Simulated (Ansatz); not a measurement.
Competing spin states in Mn$_{3}$Si

```
CELL_PARAMETERS angstrom
0.00000 5.72200 5.72200
2.86100 0.00000 2.86100
2.86100 2.86100 0.00000
ATOMIC_POSITIONS crystal
Mn 0.25000 0.50000 0.50000
Mn 0.12500 0.25000 0.25000
Mn 0.37500 0.75000 0.75000
Si 0.00000 0.00000 0.00000
Mn 0.75000 0.50000 0.50000
Mn 0.62500 0.25000 0.25000
Mn 0.87500 0.75000 0.75000
Si 0.50000 0.00000 0.00000
```

Computed with plane-wave PAW DFT (Ansatz 0.2.0): r2SCAN, 500 eV cutoff, 4×8×8 Γ-centred mesh, fermi-dirac occupations of width 0.050 eV. The atoms are fixed and numbered as listed; spin is collinear, without spin-orbit coupling.

The cycle has several fixed points for this cell. Moments (μB):

| state | Mn1 | Mn2 | Mn3 | Mn5 | Mn6 | Mn7 | other atoms together | size of the net moment a cell |
| --- | --- | --- | --- | --- | --- | --- | --- | --- |
| A | 3.22 | -0.53 | -1.82 | 3.22 | -0.53 | -1.82 | 0.15 | 2.00 |
| B | 2.82 | 2.43 | -2.29 | -2.82 | -2.43 | 2.29 | 0.00 | 0.00 |
| C | 1.58 | 2.56 | 2.56 | -1.58 | -2.56 | -2.56 | 0.00 | 0.00 |
| D | 0.00 | 0.00 | 0.00 | 0.00 | 0.00 | 0.00 | 0.00 | 0.00 |
| E | 3.24 | -1.18 | -1.18 | 3.24 | -1.18 | -1.18 | 0.16 | 2.00 |

Site moments are taken in small spheres that don't touch (radius about 0.4 of the atom's shortest bond), so those of the magnetic atoms read low, and they needn't add up to the net moment. State D was run without spin polarisation.

Problem. What is the order in energy at zero smearing?

Solution. State A (antiparallel, not compensated) comes first by a margin too small to trust; E (antiparallel, not compensated) lies 1.8 meV above it, B (antiparallel, compensated) lies 48 meV above it, C (antiparallel, compensated) lies 71 meV above it, D (without moments) lies 376 meV above it, all counted an atom of the cell. The two lowest differ by only 2.4 meV for each atom with a column above, which mesh or functional could overturn.

Problem. Which states have a gap on the mesh, and what pressure does each exert on this cell?

Solution. A: no gap, -5.1 GPa; B: no gap, 2.8 GPa; C: no gap, 0.4 GPa; D: no gap, -23.9 GPa; E: no gap, -6.8 GPa (positive in compression). Moments take up room: without them the pressure is lower, so that state wants a smaller cell.

Problem. What does magnetism gain here?

Solution. 376 meV an atom of the cell, or 501 meV for each Mn atom, against state D, which has none. In a metal like this the level decides whether moments form at all, so this is no ordering energy.

Of 5 runs begun from atoms with typed moments, each in a different pattern, 1 ended in state A: one start isn't enough to call a state the ground state.

The cell is that of a Crystallography Open Database entry, unchanged but doubled along one cell vector so that moments can oppose.

Caveats: only orders that fit this cell and collinear spins were tried, so the true order may need a larger cell or canted moments; atoms and cell are not relaxed, and each state would relax in its own way; r2SCAN overestimates the moments and magnetic energies of itinerant metals, and can make a paramagnetic metal magnetic; the k mesh is coarse, so differences of a few meV are uncertain where a state is a metal; at this level the entry's cell stands at -5 GPa (positive in compression); one start a pattern, so a lower state of the same pattern may exist.
